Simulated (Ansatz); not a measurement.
# WS2: convergence and cost

The task here is to estimate one member of a computed series from the others.

Computed with Ansatz 0.2.0 (DFT PBE, scalar-relativistic, plane waves, PAW for the base; runs at other levels say so in their headings and inputs, unless a step's input says otherwise).

## The structure to begin with

The structure is trigonal, space group P3m1 (No. 156). Conventional cell: a = 3.183 Å, b = 3.183 Å, c = 28.532 Å, α = 90.00°, β = 90.00°, γ = 120.00°. W (site symmetry 3m) is surrounded by 6 S at 2.41 Å. S (site symmetry 3m) has 3 W at 2.41 Å in its first shell of neighbours. Only part of the 9 independent sites is listed.

Structure file:

```cif
data_structure
_symmetry_space_group_name_H-M 'P3m1'
_symmetry_Int_Tables_number 156
_cell_length_a 3.1830
_cell_length_b 3.1830
_cell_length_c 28.5322
_cell_angle_alpha 90.000
_cell_angle_beta 90.000
_cell_angle_gamma 120.000
_cell_volume 250.34
loop_
_atom_site_label
_atom_site_type_symbol
_atom_site_symmetry_multiplicity
_atom_site_Wyckoff_symbol
_atom_site_fract_x
_atom_site_fract_y
_atom_site_fract_z
_atom_site_occupancy
W1 W 1 a 0.00000 0.00000 0.65929 1
W2 W 1 c 0.66667 0.33333 0.88553 1
W3 W 1 c 0.66667 0.33333 0.43436 1
S1 S 1 a 0.00000 0.00000 0.94019 1
S2 S 1 a 0.00000 0.00000 0.48903 1
S3 S 1 c 0.66667 0.33333 0.71395 1
S4 S 1 a 0.00000 0.00000 0.83085 1
S5 S 1 a 0.00000 0.00000 0.37971 1
S6 S 1 c 0.66667 0.33333 0.60463 1
```

Source of the structure: the Materials Project (structure only). It is taken as it stands there.

The first run:

The input, input.yaml:

```yaml
crystal:
  lattice:
    - [3.1829541699, 0.0, 0.0]
    - [-1.591477085, 2.7565191702, 0.0]
    - [0.0, 0.0, 28.53221786]
  atoms:
    - { symbol: W, position: [0.66666667, 0.33333333, 0.65928643] }
    - { symbol: W, position: [0.33333333, 0.66666667, 0.88553378] }
    - { symbol: W, position: [0.33333333, 0.66666667, 0.43436168] }
    - { symbol: S, position: [0.66666667, 0.33333333, 0.94018573] }
    - { symbol: S, position: [0.66666667, 0.33333333, 0.48903042] }
    - { symbol: S, position: [0.33333333, 0.66666667, 0.71395221] }
    - { symbol: S, position: [0.66666667, 0.33333333, 0.83084828] }
    - { symbol: S, position: [0.66666667, 0.33333333, 0.37971025] }
    - { symbol: S, position: [0.33333333, 0.66666667, 0.60462521] }
basis:
  ecutwfc: 420
kpoints:
  mp_grid: { grid: [6, 6, 1] }
hamiltonian:
  xc: pbe
scf:
  occupations: { method: gaussian, width: 0.1 }
output:
  forces: true
  stress: true
  eigenvalues: true
```

Command:

```
$ ansatz run input.yaml --threads 2 --pin off --max-ram 5120MiB --backend cpu --events-out ev --progress --plain --runs-dir out
```

Among the steps run: Probe: one point at the start; Base run on a denser mesh; Functional set to LDA; Functional: PBEsol; Functional: r2SCAN.

One table of the session follows, with a row left open; its other results are not shown here.

It belongs to the step «The sweep of the functional side by side». 

| functional | gap on the mesh (eV) | pressure (GPa) | largest force (eV/Å) |
| --- | --- | --- | --- |
| PBE | ? | ? | ? |
| LDA | 1.30 | -3.8 | 0.400 |
| PBEsol | 1.32 | -1.9 | 0.122 |
| r2SCAN | 1.43 | -0.1 | 0.036 |

**Question.** Estimate the row for PBE.

As computed: gap on the mesh (eV): 1.34; pressure (GPa): 1.2; largest force (eV/Å): 0.266. In the column «gap on the mesh (eV)» it lies between PBEsol (1.32) and r2SCAN (1.43).

The gap on the mesh runs from 1.30 eV (LDA) to 1.43 eV (r2SCAN).

To keep in mind: Warnings in the runs' records: xc potential rough in thin density.
